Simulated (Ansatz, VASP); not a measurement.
## Pt: VASP beside Ansatz

The input INCAR:

```
ALGO     = Normal         # electronic algorithm
EDIFF    = 1E-6           # SCF threshold, eV
EDIFFG   = -0.05          # ionic threshold
ENCUT    = 600            # plane-wave cutoff, eV
IBRION   = 2              # ionic algorithm
ISIF     = 3              # what is computed and relaxed
ISMEAR   = 0              # smearing method
LASPH    = True           # aspherical terms in the spheres
LCHARG   = False          # write CHGCAR
LREAL    = False          # projectors in reciprocal space
LWAVE    = False          # write WAVECAR
NELM     = 80             # most SCF steps
NSW      = 100            # ionic steps
PREC     = Accurate       # precision mode
SIGMA    = 0.1            # smearing width, eV
```

The input KPOINTS:

```
k-points
0
Gamma
  8 8 8
```

POSCAR

```
Pt
1.0
    0.0000000000      1.9715751800      1.9715751800
    1.9715751800      0.0000000000      1.9715751800
    1.9715751800      1.9715751800      0.0000000000
Pt
1
Direct
    0.0000000000      0.0000000000      0.0000000000
```

Input for Ansatz:

```yaml
crystal:
  lattice:
    - [0.0, 1.97157518, 1.97157518]
    - [1.97157518, 0.0, 1.97157518]
    - [1.97157518, 1.97157518, 0.0]
  atoms:
    - { symbol: Pt, position: [0.0, 0.0, 0.0] }
basis:
  ecutwfc: 600.0
kpoints:
  mp_grid: { grid: [8, 8, 8] }
hamiltonian:
  xc: lda
  pseudopotentials: { kind: paw, azcp: { folder: soft_1 } }
scf:
  occupations: { method: gaussian, width: 0.1 }
output:
  forces: true
  stress: true
  eigenvalues: true
relax:
  adjacent_minimum: "off"
  f_tol: 0.05
  max_steps: 80
  cell: { stress_tol: 0.5 }
```

Alike in both runs: task relaxation of cell and atoms; functional LDA; k mesh 8 × 8 × 8; occupations gaussian, width 0.1 eV; no spin polarisation.

```csv
,VASP,Ansatz
version,VASP 6.6.1,Ansatz 0.2.0
potentials or method,"VASP PAW LDA potentials, release 64 (Pt)","scalar-relativistic, plane waves, PAW"
plane-wave cutoff (eV),600,600
valence electrons in the cell,10,18
```

Ansatz gave:

| Quantity | Value |
| --- | --- |
| gap on the k mesh at the Fermi level, each at its own relaxed structure (eV) | none |
| relaxed volume (Å³/atom) | 14.73 |
| relaxed cell length with the largest relative difference (Å) | 2.752 |
| energy change over the relaxation (meV/atom) | -22 |

**Question.** Which values does VASP return?

**Answer.** gap on the k mesh at the Fermi level, each at its own relaxed structure (eV): none; relaxed volume (Å³/atom): 14.79; relaxed cell length with the largest relative difference (Å): 2.756; energy change over the relaxation (meV/atom): -19.

A gap of «none» marks a metal or a gap that the smearing closes. The two sets of potentials don't hold the same shells in valence. Ansatz warned: «pseudo_functional_mismatch».

 Spin-orbit coupling is left out, which matters for the levels of Pt.
